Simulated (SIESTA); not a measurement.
Runs of SIESTA 5.4.2 on BP. The structure is cubic, space group F-43m (No. 216). The conventional cell has a = 4.538 Å, b = 4.538 Å, c = 4.538 Å, α = 90.00°, β = 90.00°, γ = 90.00°. P (site symmetry -43m) has 4 B at 1.97 Å as nearest neighbours. B (site symmetry -43m) is surrounded by 4 P at 1.97 Å. 

```csv
level,potentials or basis,energy shift,gap on the mesh (eV),pressure (GPa)
PBE,"PseudoDojo 0.4 standard (PBE files), TZP (energy shift 0.01 Ry)",0.01 Ry,1.23,(a)
RPBE,"PseudoDojo 0.4 standard (PBE files), DZP (energy shift 0.003 Ry)",0.003 Ry,1.34,5.3
BLYP,"PseudoDojo 0.4 standard (PBE files), DZP (energy shift 0.003 Ry)",0.003 Ry,1.54,10.8
PBE,"PseudoDojo 0.4 standard (PBE files), DZ (energy shift 0.01 Ry)",0.01 Ry,2.49,(b)
PBE,"PseudoDojo 0.4 standard (PBE files), DZ (energy shift 0.003 Ry)",0.003 Ry,2.24,12.3
LDA,"PseudoDojo 0.4 standard (LDA files), DZP (energy shift 0.003 Ry)",0.003 Ry,1.22,(c)
```

Alike in all rows: task band structure; no spin polarisation; cell as given; k mesh 10 × 10 × 10; smearing fermi-dirac 0.05 eV; grid cutoff 500 Ry.

Problem. Fill in the values left out.

Solution. (a) 3.5; (b) 9.0; (c) -2.2.

Caveats: the basis of atomic orbitals isn't converged, which shifts pressures, moduli and gaps; the potentials were made for another functional, which shifts forces and pressure (some runs); the basis has no polarisation orbitals (some runs).

A k mesh can miss the band edges.
